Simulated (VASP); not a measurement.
# PtS2 (P-3m1) in VASP: a series of runs

The runs below take PtS2 through relaxation of cell and atoms, with PBE, PBE+D3(BJ), rev-vdW-DF2.

Everything below comes from runs of VASP 6.6.1. Logs are shortened: lines on timing, memory, paths and dates and some standing lists are left out, and cuts for length are marked.

## (1) The crystal as given

It takes space group P-3m1 (No. 164, trigonal). Conventional cell: a = 3.543 Å, b = 3.543 Å, c = 5.039 Å, α = 90.00°, β = 90.00°, γ = 120.00°. Pt (site symmetry -3m) has 6 S at 2.34 Å as nearest neighbours. Around S (site symmetry 3m) lie 3 Pt at 2.34 Å.

## (2) Relaxation of cell and atoms, PBE

Contents of INCAR:

```
ALGO     = Normal         # electronic algorithm
EDIFF    = 1E-6           # SCF threshold, eV
EDIFFG   = -0.01          # ionic threshold
ENCUT    = 600            # plane-wave cutoff, eV
GGA      = PE             # functional
IBRION   = 2              # ionic algorithm
ISIF     = 3              # what is computed and relaxed
ISMEAR   = 0              # smearing method
LASPH    = T              # aspherical terms in the spheres
LCHARG   = F              # write CHGCAR
LREAL    = F              # projectors in reciprocal space
LWAVE    = F              # write WAVECAR
NELM     = 80             # most SCF steps
NSW      = 90             # ionic steps
PREC     = Accurate       # precision mode
SIGMA    = 0.03           # smearing width, eV
```

Contents of KPOINTS:

```
k-points
0
Gamma
  9 9 5
```

Contents of POSCAR:

```
PtS2
1.0
    3.5432000000      0.0000000000      0.0000000000
   -1.7716000000      3.0685012107      0.0000000000
    0.0000000000      0.0000000000      5.0388000000
Pt S
1 2
Direct
    0.0000000000      0.0000000000      0.0000000000
    0.3333333333      0.6666666667      0.2270000000
    0.6666666667      0.3333333333      0.7730000000
```

Potentials or basis: VASP PAW PBE potentials, release 64 (Pt, S).

Started as:

```sh
cat potpaw_PBE.64/Pt/POTCAR potpaw_PBE.64/S/POTCAR > POTCAR
mpirun -np 1 vasp_std > vasp.out
```

OUTCAR:

```text
EDIFF = 1E-6
   EDIFFG = -0.01
   ENCUT = 600
   GGA = PE
   IBRION = 2
   ISIF = 3
   ISMEAR = 0
   LASPH = T
   LREAL = F
   NELM = 80
   NSW = 90
   PREC = Accurate

 ion  position               nearest neighbor table
   1  0.000  0.000  0.000-   2 2.34   3 2.34   3 2.34   2 2.34   3 2.34   2 2.34
   2  0.333  0.667  0.227-   1 2.34   1 2.34   1 2.34
   3  0.667  0.333  0.773-   1 2.34   1 2.34   1 2.34

  LATTYP: Found a hexagonal cell.
 ALAT       =     3.5432000000
 C/A-ratio  =     1.4221043125

  Lattice vectors:

 A1 = (   3.5432000000,   0.0000000000,   0.0000000000)
 A2 = (  -1.7716000000,   3.0685012107,   0.0000000000)
 A3 = (   0.0000000000,   0.0000000000,   5.0388000000)

Analysis of symmetry for initial positions (statically):
=====================================================================
 Subroutine PRICEL returns:
 Original cell was already a primitive cell.

 Routine SETGRP: Setting up the symmetry group for a
 hexagonal supercell.

 Subroutine GETGRP returns: Found 12 space group operations
 (whereof 12 operations were pure point group operations)
 out of a pool of 24 trial point group operations.

The static configuration has the point symmetry D_3d.

Analysis of symmetry for dynamics (positions and initial velocities):
=====================================================================
 Subroutine PRICEL returns:
 Original cell was already a primitive cell.

 Routine SETGRP: Setting up the symmetry group for a
 hexagonal supercell.

 Subroutine GETGRP returns: Found 12 space group operations
 (whereof 12 operations were pure point group operations)
 out of a pool of 24 trial point group operations.

The dynamic configuration has the point symmetry D_3d.

 Subroutine INISYM returns: Found 12 space group operations
 (whereof 12 operations are pure point group operations),
 and found     1 'primitive' translations

----------------------------------------------------------------------------------------

                                     Primitive cell

  volume of cell :      54.7834

  direct lattice vectors                    reciprocal lattice vectors
     3.543200000  0.000000000  0.000000000     0.282230752  0.162946001  0.000000000
    -1.771600000  3.068501211  0.000000000     0.000000000  0.325892001  0.000000000
     0.000000000  0.000000000  5.038800000     0.000000000  0.000000000  0.198459951

  length of vectors
[... 85 lines left out ...]
   LREAL  =      F    real-space projection
   EDIFFG = -.1E-01   stopping-criterion for IOM
   NSW    =     90    number of steps for IOM
   IBRION =      2    ionic relax: 0-MD 1-quasi-New 2-CG
   NFREE  =      1    steps in history (QN), initial steepest desc. (CG)
   ISIF   =      3    stress and relaxation
   ISYM   =      2    0-nonsym 1-usesym 2-fastsym
   POTIM  = 0.5000    time-step for ionic-motion
   TEBEG  =    0.0;   TEEND  =   0.0 temperature during run
   PSTRESS=    0.0 pullay stress
   NELECT =      22.0000    total number of electrons
   NUPDOWN=      -1.0000    fix difference up-down
   EMIN   =  10.00;   EMAX   =-10.00  energy-range for DOS
   EFERMI =   0.00;   METHOD = LEGACY
   ISMEAR =     0;   SIGMA  =   0.03  broadening in eV -4-tet -1-fermi 0-gaus
   EFERMI_NEDOS =   21; number of points for ismear=-14 and -15
   IALGO  =     38    algorithm
   IMIX   =      4    mixing-type and parameters
     AMIX     =   0.40;   BMIX     =  1.00
     AMIX_MAG =   1.60;   BMIX_MAG =  1.00
  volume/ion in A,a.u.               =      18.26       123.23
  Fermi-wavevector in a.u.,A,eV,Ry     =   1.207812  2.282434 19.848315  1.458810
  Thomas-Fermi vector in A             =   2.343439
   LORBIT       =      0    0 simple, 1 ext, 2 COOP (PROOUT), +10 PAW based schemes
   GGA     = PE    functional components
   LHFCALC =     F    Hartree Fock is set to
   AEXX    =    0.0000 exact exchange contribution
   IVDW    =     0    specifies the selected vdW correction
   LEPSILON=     F    determine dielectric tensor
   LRPA    =     F    only Hartree local field effects (RPA)
 conjugate gradient relaxation of ions
 non-spin polarized calculation
 Gauss-broadening in eV      SIGMA  =   0.03
  energy-cutoff  :      600.00
  volume of cell :       54.78
 maximum number of plane-waves:      1863
   NGX = 15   NGY = 15   NGZ = 21

--------------------------------------- Ionic step        1  -------------------------------------------

 number of electron      22.0000001 magnetization

 Free energy of the ion-electron system (eV)
  ---------------------------------------------------
  ext. energy  EPLUGINS =         0.00000000
  ---------------------------------------------------
  free energy    TOTEN  =       -15.27196507 eV

  energy without entropy =      -15.27196507  energy(sigma->0) =      -15.27196507

------------------------ aborting loop because EDIFF is reached ----------------------------------------

  FORCE on cell =-STRESS in cart. coord.  units (eV):
  Direction    XX          YY          ZZ          XY          YZ          ZX
  --------------------------------------------------------------------------------------
  -------------------------------------------------------------------------------------
  Total        3.9739562      3.9739562      3.4670637      0.0000000     -0.0000000      0.0000000
  in kB      116.2209914    116.2209914    101.3965814      0.0000000     -0.0000000      0.0000000
  external PRESSURE =     111.2795214 kB  Pullay stress =       0.0000000 kB
[... 965 lines left out ...]
      4      -1.2607      2.00000
      5      -0.6579      2.00000
      6      -0.1179      2.00000
      7       0.4798      2.00000
      8       1.8130      2.00000
      9       3.0862      2.00000
     10       3.2797      2.00000
     11       4.0862      2.00000
     12       5.7148      0.00000
     13       6.4209      0.00000
     14      10.4931      0.00000
     15      12.2870      0.00000

 [... further k-points ...]

[... ionic steps 4 to 24 ...]

--------------------------------------- Ionic step       25  -------------------------------------------

 number of electron      21.9999995 magnetization

------------------------ aborting loop because EDIFF is reached ----------------------------------------
[... 69 lines left out ...]
--------------------------------------- Ionic step       27  -------------------------------------------

 number of electron      21.9999995 magnetization

 Free energy of the ion-electron system (eV)
  ---------------------------------------------------
  ext. energy  EPLUGINS =         0.00000000
  ---------------------------------------------------
  free energy    TOTEN  =       -15.46020531 eV

  energy without entropy =      -15.46020531  energy(sigma->0) =      -15.46020531

 E-fermi :   3.7933     XC(G=0):  -9.2134

 val. band max:        3.6319093398   @ k =   0.0000   0.2222   0.2000
 cond. band min:       5.1068132152   @ k =   0.0000   0.2222   0.4000
 fundamental gap:      1.4749038754
 Fermi energy:         3.7932671358
[... 462 lines left out ...]
  FREE ENERGIE OF THE ION-ELECTRON SYSTEM (eV)
  ---------------------------------------------------
  free  energy   TOTEN  =       -15.4602053074 eV

  energy  without entropy=      -15.4602053074  energy(sigma->0) =      -15.46020531

 reached required accuracy - stopping structural energy minimisation
```

OSZICAR:

```text
N       E                     dE             d eps       ncg     rms          rms(c)
DAV:   1     0.129508620055E+03    0.12951E+03   -0.11505E+04  1516   0.147E+03
DAV:   2    -0.107185352680E+02   -0.14023E+03   -0.13722E+03  1878   0.266E+02
DAV:   3    -0.166052471037E+02   -0.58867E+01   -0.58595E+01  1997   0.579E+01
DAV:   4    -0.166693383872E+02   -0.64091E-01   -0.64073E-01  1885   0.663E+00
[... 243 lines left out ...]
DAV:   1    -0.154602337432E+02   -0.47669E-04   -0.23268E-03  1500   0.335E-01    0.490E-02
DAV:   2    -0.154602115197E+02    0.22224E-04   -0.20736E-04  1661   0.147E-01    0.256E-02
DAV:   3    -0.154602071261E+02    0.43936E-05   -0.90086E-06  1920   0.328E-02    0.114E-02
DAV:   4    -0.154602055361E+02    0.15900E-05   -0.11421E-05  1661   0.193E-02    0.539E-03
DAV:   5    -0.154602053074E+02    0.22863E-06   -0.38901E-07   995   0.444E-03
  27 F= -.15460205E+02 E0= -.15460205E+02  d E =-.202263E-04
```

CONTCAR:

```text
PtS2
   1.00000000000000
     3.5722978163909556    0.0000000000000000    0.0000000000000000
    -1.7861489081954778    3.0937006588894538   -0.0000000000000000
     0.0000000000000000    0.0000000000000000    6.1839900246268522
  Pt              S
     1     2
Direct
     0.0000000000000000    0.0000000000000000    0.0000000000000000
     0.3333333332999970    0.6666666667000030    0.1983967618065280
     0.6666666667000030    0.3333333332999970    0.8016032381934720

  0.00000000E+00  0.00000000E+00  0.00000000E+00
  0.00000000E+00  0.00000000E+00  0.00000000E+00
  0.00000000E+00  0.00000000E+00  0.00000000E+00
```

Run time: 8.7 min. Hardware: 1 thread of Intel Xeon Platinum 8259CL at 2.50GHz (Skylake/Cascade Lake), shared host; peak memory 0.22 GiB.

What came out:

```yaml
Free_energy: -15.4602 eV
Relaxed_volume: 22.78 Å³/atom
Relaxed_cell: a = 3.572 Å, b = 3.572 Å, c = 6.184 Å, α = 90.00°, β = 90.00°, γ = 120.00°
Space_group_after_relaxing_to_0.05_Å: P-3m1 (No. 164)
Energy_gained_by_relaxing: 62.7 meV/atom
Ionic_steps: 27
Pressure_after_relaxing: 0.1 GPa
Largest_force_after_relaxing: 0.006 eV/Å
Band_gap_on_the_k_mesh: 1.47 eV, indirect (least direct gap 1.50 eV)
```

Forces in eV/Å, atoms in the order of the input:
```
Pt   0.000  0.000  0.000
S    0.000  0.000 -0.006
S    0.000  0.000  0.006
```

Step by step:
```tsv
step	energy change (eV)	largest force (eV/Å)	pressure (GPa)	volume (Å³)
1	0.0000	1.2127	11.13	54.78
2	0.2406	1.3966	-12.59	65.47
3	-0.1406	0.0194	-0.42	58.46
4	-0.1408	0.0556	-0.07	58.33
5	-0.1408	0.0757	0.11	58.26
6	-0.1481	0.0029	0.19	58.34
7	-0.1528	0.1625	0.35	58.49
8	-0.1529	0.1405	0.32	58.47
9	-0.1558	0.1543	0.11	58.88
10	-0.1629	0.1908	-0.49	60.12
11	-0.1709	0.2500	-1.48	62.60
12	-0.1719	0.2366	-1.38	62.66
13	-0.1747	0.1957	-1.07	62.83
14	-0.1790	0.1107	-0.41	63.18
15	-0.1818	0.0729	0.96	63.86
16	-0.1819	0.0507	0.78	63.78
17	-0.1827	0.0546	0.78	64.14
18	-0.1847	0.0714	0.78	65.25
19	-0.1865	0.1205	0.87	67.45
20	-0.1879	0.0364	-0.35	68.48
21	-0.1881	0.0035	-0.04	68.22
22	-0.1881	0.0005	-0.04	68.24
23	-0.1882	0.0129	-0.02	68.30
24	-0.1882	0.0183	-0.03	68.32
25	-0.1882	0.0048	0.10	68.31
26	-0.1882	0.0091	0.06	68.31
27	-0.1882	0.0055	0.06	68.34
```

Final structure:
```
Pt S
1.0
     3.57230    0.00000    0.00000
    -1.78615    3.09370    0.00000
     0.00000    0.00000    6.18399
Pt S
1 2
Direct
  0.00000 0.00000 0.00000
  0.33333 0.66667 0.19840
  0.66667 0.33333 0.80160
```

Caveat: the volume moved by over 15 % at a fixed basis, so the end points are rough; spin-orbit coupling is left out, which moves the levels of the heavy elements; an odd mesh through Γ misses points on the zone boundary, where band edges often lie; this functional lacks dispersion, which binds the layers, so the pressure and a relaxed spacing across them are unreliable, and here the layers came unbound; the volume moved by +25 % from the deposited cell, more than functionals usually miss. PBE gaps usually lie below the measured ones, often by a third to a half.

## (3) Relaxation of cell and atoms, PBE

This run uses another cell than the first one, of 22.78 Å³/atom, 1.248 times its volume.

INCAR, as its differences from that of step 2:

```diff
@@ -1,4 +1,4 @@
 ALGO     = Normal         # electronic algorithm
-EDIFF    = 1E-6           # SCF threshold, eV
-EDIFFG   = -0.01          # ionic threshold
+EDIFF    = 1E-7           # SCF threshold, eV
+EDIFFG   = -0.005         # ionic threshold
 ENCUT    = 600            # plane-wave cutoff, eV
```

KPOINTS is that of step 2.

Contents of POSCAR:

```
PtS2                                    
1.0
    3.5722978164      0.0000000000      0.0000000000
   -1.7861489082      3.0937006589     -0.0000000000
    0.0000000000      0.0000000000      6.1839900246
  Pt              S             
     1     2
Direct
     0.0000000000000000    0.0000000000000000    0.0000000000000000
     0.3333333332999970    0.6666666667000030    0.1983967618065280
     0.6666666667000030    0.3333333332999970    0.8016032381934720
```

Potentials or basis: VASP PAW PBE potentials, release 64 (Pt, S).

Started as:

```sh
cat potpaw_PBE.64/Pt/POTCAR potpaw_PBE.64/S/POTCAR > POTCAR
mpirun -np 1 vasp_std > vasp.out
```

Wall time 14 min (1 thread of Intel Xeon Platinum 8259CL at 2.50GHz (Skylake/Cascade Lake), shared host); peak memory 0.25 GiB.

It converged, with:

| Quantity | Value |
| --- | --- |
| Free energy | -15.4656 eV |
| Relaxed volume | 23.47 Å³/atom |
| Relaxed cell | a = 3.573 Å, b = 3.573 Å, c = 6.369 Å, α = 90.00°, β = 90.00°, γ = 120.00° |
| Space group after relaxing (to 0.05 Å) | P-3m1 (No. 164) |
| Energy gained by relaxing | 0.2 meV/atom |
| Ionic steps | 25 |
| Pressure after relaxing | 0.0 GPa |
| Largest force after relaxing | 0.005 eV/Å |
| Band gap on the k mesh | 1.54 eV, indirect (least direct gap 1.56 eV) |

Forces on the atoms (eV/Å):
```
Pt   0.000  0.000  0.000
S    0.000  0.000 -0.005
S    0.000  0.000  0.005
```

Step by step:
```
step  energy change (eV)  largest force (eV/Å)  pressure (GPa)  volume (Å³)
   1              0.0000                0.0063            0.08        68.34
   2              0.0000                0.0233           -0.08        68.45
   3              0.0000                0.0155           -0.01        68.40
   4              0.0000                0.0114            0.00        68.43
   5             -0.0001                0.0009            0.03        68.51
   6              0.0000                0.0255            0.08        68.68
   7             -0.0001                0.0080            0.04        68.56
   8             -0.0001                0.0069            0.03        68.59
   9             -0.0001                0.0039            0.00        68.67
  10             -0.0002                0.0020           -0.07        68.83
  11             -0.0002                0.0133           -0.19        69.16
  12             -0.0002                0.0130           -0.20        69.17
  13             -0.0002                0.0124           -0.19        69.21
  14             -0.0002                0.0112           -0.19        69.28
  15             -0.0003                0.0088           -0.18        69.43
  16             -0.0004                0.0034           -0.15        69.73
  17             -0.0005                0.0090           -0.11        70.33
  18             -0.0005                0.0128           -0.09        70.53
  19             -0.0005                0.0211           -0.06        70.91
  20             -0.0005                0.0179           -0.08        70.74
  21             -0.0005                0.0156           -0.08        70.63
  22             -0.0006                0.0188           -0.02        70.56
  23             -0.0007                0.0245            0.09        70.42
  24             -0.0007                0.0081            0.03        70.42
  25             -0.0007                0.0046           -0.02        70.42
```

Final structure:
```xyz
3
Lattice="3.5731 0.0000 0.0000 -1.7865 3.0944 0.0000 0.0000 0.0000 6.3687" Properties=species:S:1:pos:R:3 pbc="T T T"
Pt    0.0000    0.0000    0.0000
S     0.0000    2.0629    1.2267
S     1.7865    1.0315    5.1420
```

Levels at points of the mesh, in eV from the valence-band top:
| k point | band 8 | band 9 | band 10 | band 11 | band 12 | band 13 | band 14 | band 15 |
| --- | --- | --- | --- | --- | --- | --- | --- | --- |
| (0.00, 0.00, 0.00) | -1.05 | -0.40 | -0.40 | -0.37 | 3.05 | 3.05 | 5.36 | 5.94 |

Caveat: spin-orbit coupling is left out, which moves the levels of the heavy elements; an odd mesh through Γ misses points on the zone boundary, where band edges often lie; this functional lacks dispersion, which binds the layers, so the pressure and a relaxed spacing across them are unreliable.

## (4) Relaxation of cell and atoms, PBE+D3(BJ)

Contents of INCAR:

```
PREC = Accurate
ENCUT = 600
EDIFF = 1E-6
ISMEAR = 0
SIGMA = 0.03
LREAL = F
LASPH = T
NELM = 80
ALGO = Normal
ISIF = 3
LWAVE = F
LCHARG = F
GGA = PE
IVDW = 12
IBRION = 2
NSW = 90
EDIFFG = -0.01
KPAR = 2
```

Contents of KPOINTS:

```
Automatic mesh
0
Gamma
  9 9 5
```

Contents of POSCAR:

```
PtS2
1.0
    3.5432000000      0.0000000000      0.0000000000
   -1.7716000000      3.0685012107      0.0000000000
    0.0000000000      0.0000000000      5.0388000000
Pt S
1 2
Direct
    0.0000000000      0.0000000000      0.0000000000
    0.3333333333      0.6666666667      0.2270000000
    0.6666666667      0.3333333333      0.7730000000
```

Started as:

```sh
cat potpaw_PBE.64/Pt/POTCAR potpaw_PBE.64/S/POTCAR > POTCAR
mpirun -np 2 vasp_std > vasp.out
```

Run time: 2 min. Hardware: 2 MPI ranks of Intel Xeon 6975P-C (Granite Rapids), shared host; peak memory 0.22 GiB.

The run converged. Its results:

```
Free energy                            : -16.6712 eV
Relaxed volume                         : 17.30 Å³/atom
Relaxed cell                           : a = 3.579 Å, b = 3.579 Å, c = 4.681 Å, α = 90.00°, β = 90.00°, γ = 120.00°
Space group after relaxing (to 0.05 Å) : P-3m1 (No. 164)
Energy gained by relaxing              : 43.8 meV/atom
Ionic steps                            : 19
Pressure after relaxing                : 0.0 GPa
Largest force after relaxing           : 0.003 eV/Å
Band gap on the k mesh                 : 0.17 eV, indirect (least direct gap 0.94 eV)
Dispersion energy per atom             : -0.451 eV
```

Forces in eV/Å, atoms in the order of the input:
```
Pt   0.000  0.000  0.000
S    0.000  0.000  0.003
S    0.000  0.000 -0.003
```

The path:
```csv
step,energy change (eV),largest force (eV/Å),pressure (GPa),volume (Å³)
1,0.0000,1.2457,7.29,54.78
2,0.1353,0.9046,-11.33,61.64
3,-0.0790,0.3172,-1.13,57.21
4,-0.0791,0.3407,-0.91,57.13
5,-0.0925,0.2305,-0.65,56.62
6,-0.1002,0.0717,-0.26,55.91
7,-0.1003,0.0581,-0.22,55.85
8,-0.1049,0.0603,-0.18,55.47
9,-0.1170,0.0691,0.02,54.32
10,-0.1302,0.0954,0.85,52.01
11,-0.1248,0.2079,-2.36,52.53
12,-0.1313,0.0061,-0.09,52.16
13,-0.1313,0.0037,-0.12,52.16
14,-0.1314,0.0002,-0.11,52.09
15,-0.1314,0.0049,-0.13,52.00
16,-0.1314,0.0138,-0.13,51.84
17,-0.1314,0.0066,-0.12,51.96
18,-0.1313,0.0334,0.40,51.78
19,-0.1314,0.0033,0.01,51.91
```

Final structure:
```
Pt S
1.0
     3.57860    0.00000    0.00000
    -1.78930    3.09915    0.00000
     0.00000    0.00000    4.68068
Pt S
1 2
Cartesian
  0.0000 0.0000 0.0000
  0.0000 2.0661 1.2056
  1.7893 1.0331 3.4751
```

Levels at points of the mesh, in eV from the valence-band top:
```
           k point  band 7  band 8  band 9  band 10  band 11  band 12  band 13  band 14  band 15
(0.00, 0.00, 0.00)   -4.27   -2.51   -1.62    -1.62     0.00     1.18     1.18     3.63     5.01
```

Caveat: spin-orbit coupling is left out, which moves the levels of the heavy elements; an odd mesh through Γ misses points on the zone boundary, where band edges often lie. A hybrid or GW would open this gap; PBE tends to underestimate it.

(Continued in part 2 of 2.)
